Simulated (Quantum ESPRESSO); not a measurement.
Crystal: CaSe.

```xyz
2
Lattice="0.0000 2.9560 2.9560 2.9560 0.0000 2.9560 2.9560 2.9560 0.0000" Properties=species:S:1:pos:R:3 pbc="T T T"
Se    2.9560    2.9560    2.9560
Ca    0.0000    0.0000    0.0000
```

Base run:

* Program: Quantum ESPRESSO 7.5
* Functional: PBEsol
* Potentials or basis: GBRV 1.5 PBEsol
* Cutoff: 612 eV
* Density cutoff: 4898 eV
* k mesh: 8 × 8 × 8
* Occupations: fermi-dirac, width 0.05 eV
* Spin: no spin polarisation

Its results: band gap on the k mesh 1.93 eV, indirect (least direct gap 2.88 eV); pressure -1.1 GPa.

Q: The run is repeated on the same cell with these changes: functional from PBEsol to LDA; potentials or basis from GBRV 1.5 PBEsol to GBRV 1.5 LDA. What comes out?

A: Band gap on the k mesh 1.87 eV, indirect (least direct gap 2.81 eV); pressure -3.1 GPa.
